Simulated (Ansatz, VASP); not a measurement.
# Two plane-wave programs on InAs

Contents of INCAR:

```
ALGO = Normal
EDIFF = 1E-6
ENCUT = 520
GGA = PE
ISIF = 2
ISMEAR = 0
LASPH = T
LCHARG = F
LREAL = F
LWAVE = F
NELM = 60
PREC = Accurate
SIGMA = 0.018000000000000002
```

The input KPOINTS:

```
k-points
0
Gamma
  8 8 8
```

File POSCAR:

```
InAs
1.0
    0.0000000000      3.0180000000      3.0180000000
    3.0180000000      0.0000000000      3.0180000000
    3.0180000000      3.0180000000      0.0000000000
In As
1 1
Direct
    0.0000000000      0.0000000000      0.0000000000
    0.7500000000      0.7500000000      0.7500000000
```

Contents of input.yaml:

```yaml
crystal:
  lattice:
    - [0.0, 3.018, 3.018]
    - [3.018, 0.0, 3.018]
    - [3.018, 3.018, 0.0]
  atoms:
    - { symbol: In, position: [0.0, 0.0, 0.0] }
    - { symbol: As, position: [0.75, 0.75, 0.75] }
hamiltonian:
  xc: pbe
  pseudopotentials: { kind: paw }
kpoints:
  mp_grid: { grid: [8, 8, 8] }
scf:
  occupations: { method: gaussian, width: 0.018 }
output:
  forces: true
  stress: true
  eigenvalues: true
  write_density: true
  write_potential: true
  elf: true
  volumetric_format: npy
```

Alike in both runs: task single point; functional PBE; k mesh 8 × 8 × 8; occupations gaussian, width 0.018 eV; no spin polarisation.

|  | VASP | Ansatz |
| --- | --- | --- |
| version | VASP 6.6.1 | Ansatz 0.2.0 |
| potentials or method | VASP PAW PBE potentials, release 64 (In_d, As) | Ansatz PAW |
| plane-wave cutoff (eV) | 520 | 420 |
| valence electrons in the cell | 18 | 28 |

```csv
,VASP,Ansatz,Ansatz less VASP
gap on the k mesh at the Fermi level (eV),none,none,-
pressure (GPa),4.4,4.3,-0.07
```

A gap of «none» marks a metal or a gap that the smearing closes. The two sets of potentials don't hold the same shells in valence.

Caveats: this crystal is a semiconductor, whose small gap the functional closes, so the metal is an error of the method.
